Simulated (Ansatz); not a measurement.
Chalcopyrite CuInS₂ was calculated with r²SCAN in Ansatz (plane waves, PAW).

Numerical settings: plane-wave cutoff 560 eV, 10×10×10 k mesh, Fermi–Dirac smearing 0.01 eV, no spin polarisation, scalar-relativistic PAW data made under PBE.

Results at a series of volumes:

```
V (Å³/atom)  E − E_lowest (meV/atom)  P (GPa)
-----------  -----------------------  -------
20.363                          8.43     3.31
20.787                          2.02     1.56
21.212                          0.00     0.00
21.636                          1.88    -1.39
22.060                          7.22    -2.62
```

### Question
What bulk modulus B0 and pressure derivative B′ does a third-order Birch–Murnaghan fit give?

### Answer
V0 = 21.212 Å³/atom, B0 = 73.6 GPa, B′ = 4.8 (fit to the energies at full precision).

Shape and atoms are relaxed at each volume.

Spin–orbit coupling is not included.

Ansatz is an electronic-structure program.
